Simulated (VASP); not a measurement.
# C (Fd-3m) in VASP: further runs

Runs on C. Level: LDA. Tasks: dielectric tensor.

All numbers are computed with VASP 6.6.1; they aren't measurements. Logs are shortened: lines on timing, memory, paths and dates and some standing lists are left out, and cuts for length are marked.

### Step 1. Starting point

Symmetry: Fd-3m, No. 227, cubic system. Conventional cell: a = 3.567 Å, b = 3.567 Å, c = 3.567 Å, α = 90.00°, β = 90.00°, γ = 90.00°. Around C (site symmetry -43m) lie 4 C at 1.54 Å.

This isn't the form of C at room conditions, which is graphite.

### Step 2. Dielectric tensor, LDA

File INCAR:

```
SYSTEM = C
  ALGO = Normal
  EDIFF = 1E-8
  ENCUT = 400
  ISIF = 2
  ISMEAR = 0
  LASPH = .TRUE.
  LCHARG = .FALSE.
  LEPSILON = .TRUE.
  LREAL = .FALSE.
  LWAVE = .FALSE.
  NELM = 100
  PREC = Accurate
  SIGMA = 0.1
```

File KPOINTS:

```
k-points
0
G
  8 8 8
  0 0 0
```

File POSCAR:

```
C
1.0
    0.0000000000      1.7833700000      1.7833700000
    1.7833700000      0.0000000000      1.7833700000
    1.7833700000      1.7833700000      0.0000000000
C
2
Direct
    0.7500000000      0.7500000000      0.7500000000
    0.5000000000      0.5000000000      0.5000000000
```

Potentials or basis: VASP PAW LDA potentials, release 64 (C).

Started as:

```
> cat potpaw_LDA.64/C/POTCAR > POTCAR
> mpirun -np 1 vasp_std > vasp.out
```

OUTCAR:

```text
SYSTEM = C
   EDIFF = 1E-8
   ENCUT = 400
   ISIF = 2
   ISMEAR = 0
   LASPH = .TRUE.
   LEPSILON = .TRUE.
   LREAL = .FALSE.
   NELM = 100
   PREC = Accurate

 Found     29 irreducible k-points:

 Following reciprocal coordinates:
            Coordinates               Weight
  0.000000  0.000000  0.000000      1.000000
  0.125000  0.000000  0.000000      8.000000
  0.250000  0.000000  0.000000      8.000000
  0.375000  0.000000  0.000000      8.000000
  0.500000  0.000000  0.000000      4.000000
  0.125000  0.125000  0.000000      6.000000
   k-points           NKPTS =     29   k-points in BZ     NKDIM =     29   number of bands    NBANDS=      8
   number of dos      NEDOS =    301   number of ions     NIONS =      2
   total plane-waves  NPLWV =   4096
   dimension x,y,z NGX =    16 NGY =   16 NGZ =   16
   dimension x,y,z NGXF=    32 NGYF=   32 NGZF=   32
   ions per type =               2
   NGX,Y,Z   is equivalent  to a cutoff of  10.55, 10.55, 10.55 a.u.
   NGXF,Y,Z  is equivalent  to a cutoff of  21.09, 21.09, 21.09 a.u.
 SYSTEM =  C
   PREC   = accura    normal or accurate (medium, high low for compatibility)
   ISTART =      0    job   : 0-new  1-cont  2-samecut
   ICHARG =      2    charge: 1-file 2-atom 10-const
   ISPIN  =      1    spin polarized calculation?
   LNONCOLLINEAR =      F non collinear calculations
   LSORBIT =      F    spin-orbit coupling
   LASPH  =      T    aspherical Exc in radial PAW
   ENCUT  =  400.0 eV  29.40 Ry    5.42 a.u.   4.11  4.11  4.11*2*pi/ulx,y,z
   NELM   =    100;   NELMIN=  2; NELMDL= -5     # of ELM steps
   EDIFF  = 0.1E-07   stopping-criterion for ELM
   LREAL  =      F    real-space projection
   EDIFFG = 0.1E-06   stopping-criterion for IOM
   NSW    =      0    number of steps for IOM
   IBRION =     -1    ionic relax: 0-MD 1-quasi-New 2-CG
   NFREE  =      0    steps in history (QN), initial steepest desc. (CG)
   ISIF   =      2    stress and relaxation
   ISYM   =      2    0-nonsym 1-usesym 2-fastsym
   POTIM  = 0.5000    time-step for ionic-motion
   TEBEG  =    0.0;   TEEND  =   0.0 temperature during run
   PSTRESS=    0.0 pullay stress
   NELECT =       8.0000    total number of electrons
   NUPDOWN=      -1.0000    fix difference up-down
   EMIN   =  10.00;   EMAX   =-10.00  energy-range for DOS
   EFERMI =   0.00;   METHOD = LEGACY
   ISMEAR =     0;   SIGMA  =   0.10  broadening in eV -4-tet -1-fermi 0-gaus
   EFERMI_NEDOS =   21; number of points for ismear=-14 and -15
   IALGO  =     38    algorithm
   IMIX   =      4    mixing-type and parameters
     AMIX     =   0.40;   BMIX     =  1.00
     AMIX_MAG =   1.60;   BMIX_MAG =  1.00
  volume/ion in A,a.u.               =       5.67        38.28
  Fermi-wavevector in a.u.,A,eV,Ry     =   1.457203  2.753714 28.891161  2.123440
  Thomas-Fermi vector in A             =   2.574032
   LORBIT       =      0    0 simple, 1 ext, 2 COOP (PROOUT), +10 PAW based schemes
   GGA     = CA    functional components
   LHFCALC =     F    Hartree Fock is set to
   AEXX    =    0.0000 exact exchange contribution
   IVDW    =     0    specifies the selected vdW correction
   LEPSILON=     T    determine dielectric tensor
   LRPA    =     F    only Hartree local field effects (RPA)
 non-spin polarized calculation
 Gauss-broadening in eV      SIGMA  =   0.10
  energy-cutoff  :      400.00
  volume of cell :       11.34
 maximum number of plane-waves:       211
   NGX =  9   NGY =  9   NGZ =  9

--------------------------------------- Ionic step        1  -------------------------------------------

 number of electron       7.9999995 magnetization

 E-fermi :  10.2059     XC(G=0): -13.4999

 val. band max:        9.7440819365   @ k =   0.0000   0.0000   0.0000
 cond. band min:      13.8242309152   @ k =   0.3750   0.3750   0.0000
 fundamental gap:      4.0801489787
 Fermi energy:        10.2058744936

 k-point     1 :       0.0000    0.0000    0.0000
  band No.  band energies     occupation
      1     -11.5979      2.00000
      2       9.7441      2.00000
      3       9.7441      2.00000
      4       9.7441      2.00000
      5      15.2864      0.00000
      6      15.2864      0.00000
      7      15.2864      0.00000
      8      23.2734      0.00000

 k-point     2 :       0.1250    0.0000    0.0000
  band No.  band energies     occupation
      1     -11.1662      2.00000
      2       7.3351      2.00000
      3       9.0880      2.00000
      4       9.0880      2.00000
      5      16.1430      0.00000
      6      16.1430      0.00000
      7      16.5837      0.00000
      8      23.5744      0.00000

 k-point     3 :       0.2500    0.0000    0.0000
  band No.  band energies     occupation
      1      -9.8834      2.00000
      2       3.1853      2.00000
      3       7.9897      2.00000
      4       7.9897      2.00000
      5      17.4627      0.00000
      6      17.4627      0.00000
      7      17.9205      0.00000
      8      24.3227      0.00000

 k-point     4 :       0.3750    0.0000    0.0000
  band No.  band energies     occupation
      1      -7.8112      2.00000
      2      -0.8840      2.00000
      3       7.2101      2.00000
      4       7.2101      2.00000
      5      18.0495      0.00000
      6      18.0495      0.00000
      7      18.5493      0.00000
      8      24.9791      0.00000

 k-point     5 :       0.5000    0.0000    0.0000
  band No.  band energies     occupation
      1      -5.7583      2.00000
      2      -3.6377      2.00000
      3       6.9393      2.00000
      4       6.9393      2.00000
      5      18.1150      0.00000
      6      18.1150      0.00000
      7      18.7297      0.00000
      8      25.1621      0.00000

 k-point     6 :       0.1250    0.1250    0.0000
  band No.  band energies     occupation
      1     -11.0225      2.00000
      2       8.0096      2.00000
      3       8.0096      2.00000
      4       8.4486      2.00000
      5      14.8768      0.00000
      6      17.4981      0.00000
      7      17.4981      0.00000
      8      23.1626      0.00000

 [... further k-points ...]

  FORCE on cell =-STRESS in cart. coord.  units (eV):
  Direction    XX          YY          ZZ          XY          YZ          ZX
  --------------------------------------------------------------------------------------
  -------------------------------------------------------------------------------------
  Total       -1.0963026     -1.0963026     -1.0963026     -0.0000000     -0.0000000     -0.0000000
  in kB     -154.8412463   -154.8412463   -154.8412463     -0.0000000     -0.0000000     -0.0000000
  external PRESSURE =    -154.8412463 kB  Pullay stress =       0.0000000 kB

 VOLUME and BASIS-vectors are now :
 -----------------------------------------------------------------------------
  energy-cutoff  :      400.00
  volume of cell :       11.34
      direct lattice vectors                 reciprocal lattice vectors
     0.000000000  1.783370000  1.783370000    -0.280368067  0.280368067  0.280368067
     1.783370000  0.000000000  1.783370000     0.280368067 -0.280368067  0.280368067
     1.783370000  1.783370000  0.000000000     0.280368067  0.280368067 -0.280368067

 POSITION                                       TOTAL-FORCE (eV/Angst)
 -----------------------------------------------------------------------------------
      2.67505      2.67505      2.67505        -0.000000     -0.000000     -0.000000
      1.78337      1.78337      1.78337         0.000000      0.000000      0.000000
 -----------------------------------------------------------------------------------
    total drift:                                0.000000      0.000000      0.000000

  FREE ENERGIE OF THE ION-ELECTRON SYSTEM (eV)
  ---------------------------------------------------
  free  energy   TOTEN  =       -20.2463708459 eV

  energy  without entropy=      -20.2463708459  energy(sigma->0) =      -20.24637085

 HEAD OF MICROSCOPIC STATIC DIELECTRIC TENSOR (INDEPENDENT PARTICLE, excluding Hartree and local field effects)
 ------------------------------------------------------
           6.040907    -0.000000    -0.000000
          -0.000000     6.040907     0.000000
          -0.000000     0.000000     6.040907
 ------------------------------------------------------

 Free energy of the ion-electron system (eV)
  ---------------------------------------------------
  ---------------------------------------------------
  free energy    TOTEN  =        -0.16128221 eV

  energy without entropy =       -0.16128221

------------------------ aborting loop because EDIFF is reached ----------------------------------------

--------------------------------------- Ionic step        2  -------------------------------------------

------------------------ aborting loop because EDIFF is reached ----------------------------------------

--------------------------------------- Ionic step        3  -------------------------------------------

 Free energy of the ion-electron system (eV)
  ---------------------------------------------------
  ---------------------------------------------------
  free energy    TOTEN  =        -0.16128084 eV

  energy without entropy =       -0.16128084

------------------------ aborting loop because EDIFF is reached ----------------------------------------

 PIEZOELECTRIC TENSOR FIELD DIRECTION 3  (e Angst)
 -----------------------------------------------------------------------------
     0.00011  0.00000  0.00000           ( -0.00000 -0.00000  0.00000)
    -0.00000  0.00011  0.00000           ( -0.00000 -0.00000  0.00000)
     0.00000  0.00000 -0.00062           (  0.00000  0.00000 -0.00001)

 PIEZOELECTRIC TENSOR FIELD DIRECTION 3  (C/m^2)
 -----------------------------------------------------------------------------
     0.00015  0.00000  0.00000
    -0.00000  0.00015  0.00000
     0.00000  0.00000 -0.00087

 MACROSCOPIC STATIC DIELECTRIC TENSOR (including local field effects in DFT)
 ------------------------------------------------------
           5.860066    -0.000000    -0.000000
          -0.000000     5.860066    -0.000000
           0.000000     0.000000     5.860066
 ------------------------------------------------------

 PIEZOELECTRIC TENSOR (including local field effects)  for field in x, y, z        (e  Angst)
          XX          YY          ZZ          XY          YZ          ZX
  --------------------------------------------------------------------------------
  x     0.00000    -0.00000     0.00000     0.00000    -0.00000    -0.00000
  y    -0.00000     0.00000     0.00000    -0.00000     0.00000     0.00000
  z    -0.00000     0.00000     0.00000    -0.00000    -0.00000     0.00000

 PIEZOELECTRIC TENSOR (including local field effects)  for field in x, y, z        (C/m^2)
          XX          YY          ZZ          XY          YZ          ZX
  --------------------------------------------------------------------------------
  x     0.00000    -0.00000     0.00000     0.00000    -0.00000    -0.00000
  y    -0.00000     0.00000     0.00000    -0.00000     0.00000     0.00000
  z    -0.00000     0.00000     0.00000    -0.00000    -0.00000     0.00000

 BORN EFFECTIVE CHARGES (including local field effects) (in |e|, cummulative output)
 ---------------------------------------------------------------------------------
 ion    1
    1     0.00000     0.00000     0.00000
    2    -0.00000     0.00000    -0.00000
    3    -0.00000     0.00000     0.00000
 ion    2
    1    -0.00000     0.00000     0.00000
    2     0.00000    -0.00000     0.00000
    3     0.00000    -0.00000    -0.00000
```

It took 7.9 s on 1 thread of Intel Xeon Platinum 8559C (Emerald Rapids), shared host; peak memory 0.11 GiB.

These settings aren't checked as converged: the numbers below hold their error.

Results:

| Property | Result |
| --- | --- |
| Band gap on the k mesh | 4.08 eV, indirect (least direct gap 5.54 eV) |
| Electronic dielectric tensor (diagonal) | 5.86 |
| Born charges (mean of the diagonal) | C +0.00 e |

Caveat: the cutoff is under 1.25 times the usual one of these potentials, so pressure, stress and relaxed cells hold a basis-set (Pulay) error.

### Step 3. Dielectric tensor, LDA

INCAR: that of step 2 with these lines changed.

```diff
@@ -3,3 +3,3 @@
   EDIFF = 1E-8
-  ENCUT = 400
+  ENCUT = 460
   ISIF = 2
@@ -13,2 +13,2 @@
   PREC = Accurate
-  SIGMA = 0.1
+  SIGMA = 0.01
```

KPOINTS is that of step 2.

POSCAR is that of step 2.

Potentials or basis: VASP PAW LDA potentials, release 64 (C).

Started as:

```
> cat potpaw_LDA.64/C/POTCAR > POTCAR
> mpirun -np 1 vasp_std > vasp.out
```

OUTCAR:

```text
SYSTEM = C
   EDIFF = 1E-8
   ENCUT = 460
   ISIF = 2
   ISMEAR = 0
   LASPH = .TRUE.
   LEPSILON = .TRUE.
   LREAL = .FALSE.
   NELM = 100
   PREC = Accurate

 Found     29 irreducible k-points:

 Following reciprocal coordinates:
            Coordinates               Weight
  0.000000  0.000000  0.000000      1.000000
  0.125000  0.000000  0.000000      8.000000
  0.250000  0.000000  0.000000      8.000000
  0.375000  0.000000  0.000000      8.000000
  0.500000  0.000000  0.000000      4.000000
  0.125000  0.125000  0.000000      6.000000
   k-points           NKPTS =     29   k-points in BZ     NKDIM =     29   number of bands    NBANDS=      8
   number of dos      NEDOS =    301   number of ions     NIONS =      2
   total plane-waves  NPLWV =   5832
   dimension x,y,z NGX =    18 NGY =   18 NGZ =   18
   dimension x,y,z NGXF=    36 NGYF=   36 NGZF=   36
   ions per type =               2
   NGX,Y,Z   is equivalent  to a cutoff of  11.86, 11.86, 11.86 a.u.
   NGXF,Y,Z  is equivalent  to a cutoff of  23.73, 23.73, 23.73 a.u.
 SYSTEM =  C
   PREC   = accura    normal or accurate (medium, high low for compatibility)
   ISTART =      0    job   : 0-new  1-cont  2-samecut
   ICHARG =      2    charge: 1-file 2-atom 10-const
   ISPIN  =      1    spin polarized calculation?
   LNONCOLLINEAR =      F non collinear calculations
   LSORBIT =      F    spin-orbit coupling
[... 178 lines left out ...]
  free energy    TOTEN  =        -0.16124212 eV

  energy without entropy =       -0.16124212

------------------------ aborting loop because EDIFF is reached ----------------------------------------

 PIEZOELECTRIC TENSOR FIELD DIRECTION 3  (e Angst)
 -----------------------------------------------------------------------------
     0.00011 -0.00000  0.00000           ( -0.00000 -0.00000  0.00000)
    -0.00000  0.00011  0.00000           ( -0.00000 -0.00000  0.00000)
     0.00000  0.00000 -0.00062           (  0.00000  0.00000 -0.00001)

 PIEZOELECTRIC TENSOR FIELD DIRECTION 3  (C/m^2)
 -----------------------------------------------------------------------------
     0.00015 -0.00000  0.00000
    -0.00000  0.00015  0.00000
     0.00000  0.00000 -0.00087

 MACROSCOPIC STATIC DIELECTRIC TENSOR (including local field effects in DFT)
 ------------------------------------------------------
           5.858214     0.000000    -0.000000
          -0.000000     5.858214     0.000000
          -0.000000     0.000000     5.858214
 ------------------------------------------------------

 PIEZOELECTRIC TENSOR (including local field effects)  for field in x, y, z        (e  Angst)
          XX          YY          ZZ          XY          YZ          ZX
  --------------------------------------------------------------------------------
  x     0.00000     0.00000     0.00000     0.00000     0.00000     0.00000
  y    -0.00000     0.00000    -0.00000     0.00000    -0.00000     0.00000
  z     0.00000     0.00000     0.00000    -0.00000     0.00000     0.00000

 PIEZOELECTRIC TENSOR (including local field effects)  for field in x, y, z        (C/m^2)
          XX          YY          ZZ          XY          YZ          ZX
  --------------------------------------------------------------------------------
  x     0.00000     0.00000     0.00000     0.00000     0.00000     0.00000
  y    -0.00000     0.00000    -0.00000     0.00000    -0.00000     0.00000
  z     0.00000     0.00000     0.00000    -0.00000     0.00000     0.00000

 BORN EFFECTIVE CHARGES (including local field effects) (in |e|, cummulative output)
 ---------------------------------------------------------------------------------
 ion    1
    1     0.00000     0.00000     0.00000
    2     0.00000     0.00000     0.00000
    3     0.00000     0.00000     0.00000
 ion    2
    1    -0.00000     0.00000    -0.00000
    2     0.00000    -0.00000     0.00000
    3     0.00000     0.00000    -0.00000
```

OSZICAR:

```text
N       E                     dE             d eps       ncg     rms          rms(c)
DAV:   1    -0.769889609558E+01   -0.76989E+01   -0.46158E+03   520   0.860E+02
DAV:   2    -0.209749578154E+02   -0.13276E+02   -0.13108E+02   776   0.991E+01
DAV:   3    -0.210386559027E+02   -0.63698E-01   -0.63698E-01   480   0.855E+00
[... 14 lines left out ...]
RMM:   3    -0.155594940393E+00    0.23352E-02   -0.86561E-04  1451   0.272E-01    0.415E-01
RMM:   4    -0.160824259481E+00   -0.52293E-02   -0.12602E-03  1465   0.332E-01    0.322E-02
RMM:   5    -0.161221500845E+00   -0.39724E-03   -0.14489E-05  1485   0.355E-02    0.295E-03
RMM:   6    -0.161238681043E+00   -0.17180E-04   -0.95714E-08  1545   0.300E-03    0.149E-03
RMM:   7    -0.161241194741E+00   -0.25137E-05   -0.92220E-09  1535   0.103E-03    0.161E-04
RMM:   8    -0.161242216857E+00   -0.10221E-05   -0.30426E-10  1299   0.157E-04    0.304E-05
RMM:   9    -0.161242119537E+00    0.97320E-07    0.00000E+00   666   0.312E-05    0.401E-06
```

Run time: 13 s. Hardware: 1 thread of Intel Xeon Platinum 8559C (Emerald Rapids), shared host; peak memory 0.11 GiB.

These settings aren't checked as converged: the numbers below hold their error.

Results:

| Quantity | Value |
| --- | --- |
| Band gap on the k mesh | 4.10 eV, indirect (least direct gap 5.55 eV) |
| Electronic dielectric tensor (diagonal) | 5.86 |
| Born charges (mean of the diagonal) | C +0.00 e |

Caveat: the cutoff is under 1.25 times the usual one of these potentials, so pressure, stress and relaxed cells hold a basis-set (Pulay) error.

(Part 1 of 2 ends here.)
